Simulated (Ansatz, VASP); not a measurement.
Two plane-wave programs on Sc

The input INCAR:

```
  PREC = Accurate
  ENCUT = 520
  EDIFF = 1E-6
  ISMEAR = -1
  SIGMA = 0.1
  LREAL = F
  LASPH = T
  NELM = 80
  ALGO = Normal
  ISIF = 2
  LWAVE = F
  LCHARG = T
  GGA = PE
  LELF = T
  LVHAR = T
  NBANDS = 12
```

KPOINTS

```
Automatic mesh
0
Gamma
  14 14 14
```

Contents of POSCAR:

```
Sc
1.0
   -1.8405207865      1.8405207865      1.8405207865
    1.8405207865     -1.8405207865      1.8405207865
    1.8405207865      1.8405207865     -1.8405207865
Sc
1
Direct
    0.0000000000      0.0000000000      0.0000000000
```

Input for Ansatz:

```yaml
crystal:
  lattice:
    - [-1.8405207865, 1.8405207865, 1.8405207865]
    - [1.8405207865, -1.8405207865, 1.8405207865]
    - [1.8405207865, 1.8405207865, -1.8405207865]
  atoms:
    - { symbol: Sc, position: [0.0, 0.0, 0.0] }
hamiltonian:
  xc: pbe
  pseudopotentials:
    kind: paw
    azcp:
      Sc: "pseudopotentials/Sc.paw.azcp"
basis:
  ecutwfc: 420
  fft_grid_basis: typed
kpoints:
  mp_grid: { grid: [14, 14, 14], shift: [0, 0, 0] }
magnetization:
  spin_polarized: false
scf:
  occupations: { method: fermi_dirac, width: 0.1 }
  lower_state_search: "off"
output:
  stress: true
```

Alike in both runs: task single point; functional PBE; k mesh 14 × 14 × 14; occupations fermi-dirac, width 0.1 eV; no spin polarisation.

|  | VASP | Ansatz |
| --- | --- | --- |
| version | VASP 6.6.1 | Ansatz 0.2.0 |
| potentials or method | VASP PAW PBE potentials, release 64 (Sc_sv) | plane waves (420 eV) with PAW, scalar-relativistic |
| plane-wave cutoff (eV) | 520 | 420 |
| valence electrons in the cell | 11 | 11 |

```csv
,VASP,Ansatz,Ansatz less VASP
pressure (GPa),0.0,0.0,-0.03
```
